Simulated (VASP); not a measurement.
**How uniaxial stress along [001] changes SiC (F-43m)**

How do the elastic response and the band edges of SiC follow uniaxial stress along [001]?

Method: LDA; plane waves and PAW (Si, C), in the first sound run; inputs show where later runs differ, in VASP 6.6.1.

## 1. The starting structure

Symmetry: F-43m, No. 216, cubic system. The conventional cell has a = 4.360 Å, b = 4.360 Å, c = 4.360 Å, α = 90.00°, β = 90.00°, γ = 90.00°. Si has 4 C at 1.89 Å nearest. Nearest to C lie 4 Si at 1.89 Å. Farther neighbours are not listed.

Coordinates:

```
Si C
1.0
     0.00000    2.18000    2.18000
     2.18000    0.00000    2.18000
     2.18000    2.18000    0.00000
Si C
1 1
Direct
  0.00000 0.00000 0.00000
  0.25000 0.25000 0.25000
```

## 2. Relax the crystal, LDA

The series starts from the cell that this level prefers, so that zero strain is near zero stress.

This step took 2 runs in a row; the last is shown.

Level: LDA; plane waves and PAW (Si, C).

The input, INCAR:

```
SYSTEM = SiC
PREC = Accurate
ENCUT = 600
EDIFF = 1E-07
NELM = 120
ISMEAR = 0
SIGMA = 0.02
LREAL = .FALSE.
ALGO = Normal
GGA = CA
NBANDS = 10
LORBIT = 11
LWAVE = .FALSE.
LCHARG = .FALSE.
KPAR = 8
IBRION = 2
NSW = 40
ISIF = 3
EDIFFG = -0.005
POTIM = 0.4
```

The input, POSCAR:

```
SiC
1.0
    0.0000000000      2.1652404209      2.1652404209
    2.1652404209      0.0000000000      2.1652404209
    2.1652404209      2.1652404209      0.0000000000
Si C
1 1
Direct
    0.0000000000      0.0000000000      0.0000000000
    0.2500000000      0.2500000000      0.2500000000
```

The input, KPOINTS:

```
Automatic mesh
0
Gamma
12 12 12
0 0 0
```

PAW data sets: Si and C (LDA family, release 64).

Launch:

```sh
$ mpirun -np 8 vasp_std
```

Log:

```text
[banner, memory and clock lines left out]
running    8 mpi-ranks, on    1 nodes
[...]
|                                                                             |
|           W    W    AA    RRRRR   N    N  II  N    N   GGGG   !!!           |
|           W    W   A  A   R    R  NN   N  II  NN   N  G    G  !!!           |
|           W    W  A    A  R    R  N N  N  II  N N  N  G       !!!           |
|           W WW W  AAAAAA  RRRRR   N  N N  II  N  N N  G  GGG   !            |
|           WW  WW  A    A  R   R   N   NN  II  N   NN  G    G                |
|           W    W  A    A  R    R  N    N  II  N    N   GGGG   !!!           |
|                                                                             |
|     For optimal performance we recommend to set                             |
|       NCORE = 2 up to number-of-cores-per-socket                            |
|     NCORE specifies how many cores store one orbital (NPAR=cpu/NCORE).      |
|     This setting can greatly improve the performance of VASP for DFT.       |
[...]
|     Unfortunately you need to use the default for GW and RPA                |
|     calculations (for HF NCORE is supported but not extensively tested      |
|     yet).                                                                   |
|                                                                             |

 LDA part: xc-table for (Slater(with rela. corr.)+CA(PZ))
 , standard interpolation
 POSCAR, INCAR and KPOINTS ok, starting setup
[...]
entering main loop
       N       E                     dE             d eps       ncg     rms          rms(c)
DAV:   1     0.408551955501E+01    0.40855E+01   -0.44454E+03  1504   0.771E+02
DAV:   2    -0.180102019773E+02   -0.22096E+02   -0.20958E+02  1842   0.117E+02
DAV:   3    -0.187329053029E+02   -0.72270E+00   -0.72107E+00  1674   0.186E+01
DAV:   4    -0.187365577239E+02   -0.36524E-02   -0.36521E-02  1648   0.166E+00
[...]
DAV:  11    -0.166448018268E+02   -0.42574E-06   -0.30540E-06  1718   0.119E-02    0.134E-02
DAV:  12    -0.166448016038E+02    0.22294E-06   -0.68107E-07  1496   0.428E-03    0.594E-04
DAV:  13    -0.166448016031E+02    0.76500E-09   -0.28133E-08   750   0.115E-03
   1 F= -.16644802E+02 E0= -.16644802E+02  d E =-.166448E+02
[...]
reached required accuracy - stopping structural energy minimisation
```

Run time: 3.4 s. Hardware: 8 MPI ranks of Intel Xeon Platinum 8488C (Sapphire Rapids), shared host; peak memory 1 GiB; 11 s of CPU time.

Lines that name or quote the potential files are left out of all logs, and their timing lines are given in words.

OUTCAR, selected parts (step 2):

```text
  Total        0.0011091      0.0011091      0.0011091      0.0000000      0.0000000      0.0000000
  in kB        0.0875246      0.0875246      0.0875246      0.0000000      0.0000000      0.0000000
  external PRESSURE =       0.0875246 kB  Pullay stress =       0.0000000 kB

 POSITION                                       TOTAL-FORCE (eV/Angst)
 -----------------------------------------------------------------------------------
      0.00000      0.00000      0.00000        -0.000000     -0.000000     -0.000000
      1.08262      1.08262      1.08262         0.000000      0.000000      0.000000
 -----------------------------------------------------------------------------------
    total drift:                                0.000000      0.000000      0.000000

  FREE ENERGIE OF THE ION-ELECTRON SYSTEM (eV)
  ---------------------------------------------------
  free  energy   TOTEN  =       -16.6448016031 eV

  energy  without entropy=      -16.6448016031  energy(sigma->0) =      -16.64480160

 reached required accuracy - stopping structural energy minimisation

[... 3 further parts left out ...]
[key lines of the parts left out:]
E-fermi :   8.4189
```

This run gave:

* energy(sigma→0) of the program: -16.6448 eV
* stress, compression positive: xx, yy, zz 0.01, 0.01, 0.01 GPa
* volume: 20.302 Å³
* ionic steps: 1

## 3. Strain across the axis, LDA

One member in full: the axis is strained by -1.5 %, and the two directions across it are strained alike until their mean stress is under 0.012 GPa or five steps are spent.

This step took 2 runs, each at a new trial strain with the atoms of the one before; the last is shown.

Level: LDA; plane waves and PAW (Si, C); cell typed or built by script.

INCAR, as its differences from that of step 2:

```diff
@@ -14,7 +14,7 @@
 LCHARG = .FALSE.
-KPAR = 8
-IBRION = 2
-NSW = 40
-ISIF = 3
-EDIFFG = -0.005
-POTIM = 0.4
+KPAR = 2
+IBRION = 1
+NSW = 25
+ISIF = 2
+EDIFFG = -0.004
+POTIM = 0.3
```

The input, POSCAR:

```
SiC
1.0
    0.0000000000      2.1740695700      2.1327618150
    2.1740695700      0.0000000000      2.1327618150
    2.1740695700      2.1740695700      0.0000000000
Si C
1 1
Direct
    0.0000000000      0.0000000000      0.0000000000
    0.2500000000      0.2500000000      0.2500000000
```

KPOINTS is that of step 2.

Launch:

```sh
$ mpirun -np 2 vasp_std
```

Log:

```text
[banner, memory and clock lines left out]
running    2 mpi-ranks, on    1 nodes
[...]
LDA part: xc-table for (Slater(with rela. corr.)+CA(PZ))
 , standard interpolation
 POSCAR, INCAR and KPOINTS ok, starting setup
[...]
entering main loop
       N       E                     dE             d eps       ncg     rms          rms(c)
DAV:   1     0.390421543517E+01    0.39042E+01   -0.43429E+03  3412   0.757E+02
DAV:   2    -0.180689609768E+02   -0.21973E+02   -0.20645E+02  4350   0.118E+02
DAV:   3    -0.187500886769E+02   -0.68113E+00   -0.67991E+00  3840   0.181E+01
DAV:   4    -0.187531474442E+02   -0.30588E-02   -0.30585E-02  3810   0.155E+00
[...]
DAV:  11    -0.166399838788E+02   -0.42911E-06   -0.29057E-06  3894   0.118E-02    0.136E-02
DAV:  12    -0.166399836541E+02    0.22469E-06   -0.68435E-07  3360   0.428E-03    0.591E-04
DAV:  13    -0.166399836532E+02    0.91245E-09   -0.29032E-08  1690   0.117E-03
   1 F= -.16639984E+02 E0= -.16639984E+02  d E =-.166400E+02
 BRION: g(F)=  0.143E-47 g(S)=  0.000E+00
 reached required accuracy - stopping structural energy minimisation
```

Elapsed: 11 s, on 2 MPI ranks; peak memory 0.29 GiB; 18 s of CPU time.

From OUTCAR (step 3):

```text
  Total       -0.0001434     -0.0001434      0.6038148      0.0000000      0.0000000      0.0000000
  in kB       -0.0113979     -0.0113979     47.9838533      0.0000000      0.0000000      0.0000000
  external PRESSURE =      15.9870192 kB  Pullay stress =       0.0000000 kB

 POSITION                                       TOTAL-FORCE (eV/Angst)
 -----------------------------------------------------------------------------------
      0.00000      0.00000      0.00000         0.000000      0.000000     -0.000000
      1.08703      1.08703      1.06638         0.000000      0.000000      0.000000
 -----------------------------------------------------------------------------------
    total drift:                                0.000000      0.000000      0.000004

  FREE ENERGIE OF THE ION-ELECTRON SYSTEM (eV)
  ---------------------------------------------------
  free  energy   TOTEN  =       -16.6399836532 eV

  energy  without entropy=      -16.6399836532  energy(sigma->0) =      -16.63998365

[... 1 part as in an earlier step ...]

[... 3 further parts left out ...]
[key lines of the parts left out:]
E-fermi :   8.6409
```

Numbers from this step:

- energy(sigma→0) of the program: -16.6400 eV
- stress, compression positive: xx, yy, zz 0.00, 0.00, 4.80 GPa
- ionic steps: 1

## 4. Band edges, TB-mBJ

Short lines in KPOINTS_OPT sample the zone centre along and across the axis, for masses, and the other valleys.

Level: TB-mBJ; plane waves and PAW (Si, C); cell typed or built by script.

TB-mBJ has no energy functional, so the total energy, stress and pressure in this output mean nothing.

The input, INCAR:

```
SYSTEM = SiC
PREC = Accurate
ENCUT = 600
EDIFF = 1E-06
NELM = 150
ISMEAR = 0
SIGMA = 0.02
LREAL = .FALSE.
ALGO = Normal
METAGGA = MBJ
LASPH = .TRUE.
NBANDS = 9
LWAVE = .FALSE.
LCHARG = .FALSE.
KPAR = 2
```

POSCAR is that of step 3.

The input, KPOINTS:

```
Automatic mesh
0
Gamma
9 9 9
0 0 0
```

The input, KPOINTS_OPT:

```
Line mode
6
Line-mode
Reciprocal
  0.00000000   0.00000000   0.00000000
  0.01697198   0.01697198   0.00000000

  0.00000000   0.00000000   0.00000000
 -0.00000000  -0.01730070  -0.01730070

  0.31000000   0.31000000   0.00000000
  0.50000000   0.50000000   0.00000000

  0.00000000   0.31000000   0.31000000
  0.00000000   0.50000000   0.50000000

  0.45000000   0.45000000   0.45000000
  0.50000000   0.50000000   0.50000000

  0.45000000   0.00000000   0.00000000
  0.50000000   0.00000000   0.00000000

  0.42500000   0.42500000   0.00000000
  0.42500000   0.44230070   0.01730070

  0.50000000   0.50000000   0.50000000
  0.48776656   0.51223344   0.50000000
```

Launch:

```sh
$ mpirun -np 2 vasp_std
```

Log:

```text
[banner, memory and clock lines left out]
running    2 mpi-ranks, on    1 nodes
[...]
|                                                                             |
|               ----> ADVICE to this user running VASP <----                  |
|                                                                             |
|     You enforced a specific xc type in the INCAR file but a different       |
|     [... a line on the potential file left out ...]
|     I HOPE YOU KNOW WHAT YOU ARE DOING!                                     |
|                                                                             |

 LDA part: xc-table for (None), standard interpolation
 POSCAR, INCAR and KPOINTS ok, starting setup
[...]
entering main loop
       N       E                     dE             d eps       ncg     rms          rms(c)
DAV:   1     0.177297479481E+01    0.17730E+01   -0.45087E+03  1398   0.858E+02
DAV:   2    -0.213030449057E+02   -0.23076E+02   -0.21812E+02  1826   0.118E+02
DAV:   3    -0.218864774404E+02   -0.58343E+00   -0.58263E+00  1546   0.187E+01
DAV:   4    -0.218888601912E+02   -0.23828E-02   -0.23826E-02  1690   0.135E+00
[...]
DAV:  34    -0.173865922576E+02   -0.34713E-05   -0.13700E-11   675   0.335E-05    0.953E-06
DAV:  35    -0.173865944164E+02   -0.21588E-05   -0.52377E-12   675   0.220E-05    0.106E-05
DAV:  36    -0.173865939253E+02    0.49111E-06   -0.13296E-12   675   0.972E-06
   1 F= -.17386594E+02 E0= -.17386594E+02  d E =-.426298E-30
 Start KPOINTS_OPT (optional k-point list driver)
k-point batch [1-48\48]
       N       E                     dE             ncg
DAV:   1     0.287644814121E+04   -0.11599E+05      888
DAV:   2     0.165307111881E+04   -0.12234E+04     1236
DAV:   3     0.163285034900E+04   -0.20221E+02      989
DAV:   4     0.163279039216E+04   -0.59957E-01     1120
DAV:   5     0.163279022183E+04   -0.17033E-03     1017
DAV:   6     0.163279022094E+04   -0.89435E-06     1086
```

It took 19 s on 2 MPI ranks; peak memory 0.3 GiB; 32 s of CPU time.

OUTCAR, selected parts (step 4):

```text
  LATTYP: Found a body centered tetragonal cell.
 ALAT       =     3.0745986714
 C/A-ratio  =     1.3873432229

 Subroutine GETGRP returns: Found  8 space group operations
 (whereof  8 operations were pure point group operations)

The static configuration has the point symmetry D_2d.

 Found     75 irreducible k-points:

   k-points           NKPTS =     75   k-points in BZ     NKDIM =     75   number of bands    NBANDS=      9

   dimension x,y,z NGX =    24 NGY =   24 NGZ =   28
   dimension x,y,z NGXF=    48 NGYF=   48 NGZF=   56

   ENCUT  =  600.0 eV  44.10 Ry    6.64 a.u.   6.08  6.08  6.14*2*pi/ulx,y,z

   NELECT =       8.0000    total number of electrons

 E-fermi :   8.5932

 k-point     1 :       0.0000    0.0000    0.0000
  band No.  band energies     occupation
      1      -7.4004      2.00000
      2       8.2970      2.00000
      3       8.2970      2.00000
      4       8.4398      2.00000
      5      15.6501      0.00000
      6      16.5064      0.00000
      7      16.5580      0.00000
      8      16.5580      0.00000
      9      23.7639      0.00000

 k-point     2 :       0.1111   -0.0000    0.0000
  band No.  band energies     occupation
      1      -7.1596      2.00000
      2       7.1525      2.00000
      3       8.1199      2.00000
      4       8.2393      2.00000
      5      15.8313      0.00000
      6      16.8363      0.00000
      7      16.8694      0.00000
      8      17.0444      0.00000
      9      22.7142      0.00000

  Total       11.6424357     11.6424357     12.5117217      0.0000000      0.0000000      0.0000000
  in kB      925.1991013    925.1991013    994.2793773      0.0000000      0.0000000      0.0000000
  external PRESSURE =     948.2258600 kB  Pullay stress =       0.0000000 kB

 POSITION                                       TOTAL-FORCE (eV/Angst)
 -----------------------------------------------------------------------------------
      0.00000      0.00000      0.00000        -0.000000     -0.000000     -0.000000
      1.08703      1.08703      1.06638         0.000000      0.000000      0.000000
 -----------------------------------------------------------------------------------
    total drift:                                0.000099      0.000099     -0.000290

  FREE ENERGIE OF THE ION-ELECTRON SYSTEM (eV)
  ---------------------------------------------------
  free  energy   TOTEN  =       -17.3865939253 eV

  energy  without entropy=      -17.3865939253  energy(sigma->0) =      -17.38659393

[... 1 part as in an earlier step ...]

[... 7 further parts left out ...]
```

## 5. All members

LASPH is off in runs at LDA and on in runs at TB-mBJ.

Runs beyond LDA use the data sets made with LDA; this shifts their levels slightly, and their total energies have another zero (at TB-mBJ, which has no energy functional, they mean nothing).

The other members went through these steps as far as the tables show, with the same cutoff and, step by step, the same mesh; 26 runs are not shown. The session took 0.23 core hours (wall time by ranks) on a shared machine.

```tsv
strain along the axis (%)	strain across the axis (%)	stress along the axis, tension positive (GPa)	energy above the unstrained row (meV/atom)	gap on the mesh, LDA (eV)
-2.000	0.549	-6.333	4.217	1.011
-1.500	0.408	-4.798	2.409	1.080
-1.000	0.269	-3.231	1.097	1.149
-0.500	0.134	-1.632	0.293	1.219
0	0.000	-0.009	0.000	1.289
0.500	-0.128	1.652	0.234	1.257
1.000	-0.254	3.336	0.991	1.226
1.500	-0.377	5.045	2.277	1.196
2.000	-0.494	6.784	4.102	1.166
```

Slopes at zero strain, from cubics through all rows: strain ratio -0.262, stress over strain 328 GPa.

Band edges at TB-mBJ, counted from the valence-band top at Γ, with one row partly withheld:

```tsv
strain along the axis (%)	gap (eV)	conduction band at Γ (eV)	Δ or X valley along z (eV)	Δ or X valley along x (eV)	lowest conduction level at L, [111] (eV)	lowest conduction level at L, [-111] (eV)	second valence level below the top (eV)	third valence level below the top (eV)
-2.000	2.044	7.204	2.044	2.284	6.253	6.253	0.189	0.189
-1.500	2.116	7.210	2.116	2.295	6.289	6.289	0.143	0.143
-1.000	2.188	7.216	2.188	2.307	6.319	6.319	0.096	0.096
-0.500	2.261	7.221	2.261	2.320	6.341	6.341	0.048	0.048
0	2.334	7.226	2.334	2.334	6.355	6.355	0.000	0.000
0.500	2.301	7.181	2.359	2.301	6.313	6.313	0.000	0.049
1.000	2.268	7.136	2.384	2.268	6.263	6.263	0.000	0.097
1.500	2.234	7.088	?	2.234	6.203	6.203	0.000	0.147
2.000	2.202	7.038	2.431	2.202	6.136	6.136	0.000	0.196
```

## 6. Fit and prediction

The quantity to fit is the splitting of the Δ or X valleys (z less x) at TB-mBJ: -0.240, -0.179, -0.119, -0.059, 0.000, 0.058, 0.116, 0.229 eV in the rows shown.

Fitting a parabola to the 8 known rows (d: strain along the axis less the strain across it, in %) gives E = − 4.43e-4 d² + 0.09306 d + 2.07e-5 in eV; the residuals are 3.1e-5 eV r.m.s.

For the withheld row, d = 1.877, the fit gives 0.1731 eV.

## 7. Checking the prediction

The calculation gives 0.1731 eV, so the prediction is right to the last digit shown.

The splitting is Ξu times d, with d as a fraction, so the linear term gives Ξu = 9.3 eV.

## 8. What came out

```yaml
poisson_ratio: 0.262
young_s_modulus_along_the_axis: 328 GPa
gap_of_the_unstrained_cell_tb_mbj: 2.33 eV
shear_deformation_potential_u_of_the_delta_or_x_valleys: 9.3 eV
error_of_the_predicted_row: 0.0 meV
valence_shear_potential_b_tb_mbj: 2.55 eV
```

As a check, the curvature of the energy gives 329 GPa for the same modulus (energy per volume = E/2 × strain²), 0 % from the slope of the stress. At TB-mBJ the lowest conduction valley is Δ or X throughout, and the gap runs between 2.04 and 2.33 eV. Without spin-orbit coupling the three valence levels split by 3|b| times the difference of the strains; the rows within 1 % give |b| = 2.55 eV. Hole masses are left out throughout, since the top bands are degenerate or cross in many series; of conduction masses, those of the Γ, L and (for Si and Ge under (001) strain) Δ valleys are kept where they change by under an eighth between rows. A measured gap of unstrained SiC is 2.39 eV (arxiv:2009.14696, band gap at cryogenic temperature, temperature not given); the static gaps here belong to the lattice relaxed at LDA. TB-mBJ is a potential fitted for gaps; it has no energy functional, so its total energies and forces mean nothing, and its bands tend to come out too narrow. Spin-orbit coupling is left out at TB-mBJ, so the valence splittings there lack it. Δ or X levels are the lowest on their line, refined by a parabola unless they lie at X; the gap is read from all points sampled and can differ from the lowest valley by some meV, or by tens of meV where strain moves the valence top off Γ. Temperature, zero-point motion and excitons are left out.

[Lines on the potential files, build, host, timing and source positions are cut from VASP's logs without a mark.]

[Logs are printed without paths, hosts, clocks, repeated set-up lines and the standing remarks that a program may print on its own settings, such as how far it seeks lower states.]

[Hosts, paths, dates, database ids (printed as entryN), source tags and the programs' standing remarks are cut or masked in the printed files.]

[In band tables of VASP the shares of atoms and orbitals are scaled to a sum of 1 inside the atoms' spheres.]
